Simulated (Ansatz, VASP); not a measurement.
**Two plane-wave programs on Te**

Contents of INCAR:

```
ALGO = Normal
EDIFF = 1E-6
ENCUT = 520
ISIF = 2
ISMEAR = -1
LASPH = True
LCHARG = False
LREAL = False
LWAVE = False
NBANDS = 16
NELM = 60
PREC = Accurate
SIGMA = 0.05
```

File KPOINTS:

```
k-points
0
Gamma
  7 7 5
```

File POSCAR:

```
Te
1.0
    3.8202894285     -2.1482026000      0.0000000000
    3.8202894285      2.1482026000      0.0000000000
   -0.0942908673      0.0000000000      5.9760906531
Te
3
Direct
    0.0000000000      0.0000000000      0.0000000000
    0.3094466100      0.3094466100      0.3388094900
    0.6905533900      0.6905533900      0.6611905100
```

File input.yaml:

```yaml
crystal:
  lattice:
    - [3.8202894285, -2.1482026, 0.0]
    - [3.8202894285, 2.1482026, 0.0]
    - [-0.0942908673, 0.0, 5.9760906531]
  atoms:
    - { symbol: Te, position: [0.0, 0.0, 0.0] }
    - { symbol: Te, position: [0.30944661, 0.30944661, 0.33880949] }
    - { symbol: Te, position: [0.69055339, 0.69055339, 0.66119051] }
hamiltonian:
  xc: lda
  pseudopotentials: { kind: paw }
kpoints:
  mp_grid: { grid: [7, 7, 5] }
  band_path:
    path:
      - [[0.0, 0.0, 0.0], [0.5, 0.5, -1.0], [0.106348683, 0.106348683, -1.4779432529], [0.5, 0.5, -0.5], [0.6725256635, 0.3274743365, -0.5]]
      - [[0.3274743365, -0.3274743365, 0.5], [0.0, 0.0, 0.5], [0.893651317, 0.893651317, 0.4779432529]]
      - [[0.5, 0.5, -1.0], [0.5449043427, 0.4550956573, -1.0]]
      - [[0.4550956573, -0.4550956573, 0.0], [0.0, 0.0, 0.0], [0.5, 0.0, -0.5]]
      - [[0.5, 0.0, 0.0], [0.0, 0.0, 0.0]]
    npoints: 14
scf:
  occupations: { method: fermi_dirac, width: 0.05 }
  n_extra_bands: 7
output:
  forces: true
  stress: true
  eigenvalues: true
  fatbands: true
```

This isn't the form of Te at room conditions, which is trigonal, of chains.

Alike in both runs: functional LDA; k mesh 7 × 7 × 5; occupations fermi-dirac, width 0.05 eV; no spin polarisation.

|  | VASP | Ansatz |
| --- | --- | --- |
| version | VASP 6.6.1 | Ansatz 0.2.0 |
| potentials or method | VASP PAW LDA potentials, release 64 (Te) | Ansatz PAW |
| plane-wave cutoff (eV) | 520 | 420 |
| valence electrons in the cell | 18 | 48 |
| task | single point | band structure |

```tsv
	VASP	Ansatz	Ansatz less VASP
gap on the k mesh at the Fermi level (eV)	0.03	0.04	+0.006
least direct gap on the mesh (eV)	0.18	0.19	+0.005
pressure (GPa)	-2.8	-2.8	-0.07
largest component of the traceless stress (GPa)	0.34	0.37	+0.032
rms of the force components (eV/Å)	0.038	0.031	-0.0070
```

Atom by atom the forces differ by 0.007 eV/Å (rms over components). The two sets of potentials don't hold the same shells in valence.

Caveats: spin-orbit coupling is left out, which moves the levels of the heavy elements; an odd mesh through Γ misses points on the zone boundary, where band edges often lie (VASP); the PAW data sets come from PBE, with cores solved anew for the run's functional, which leaves a small shift of forces and pressure (Ansatz).
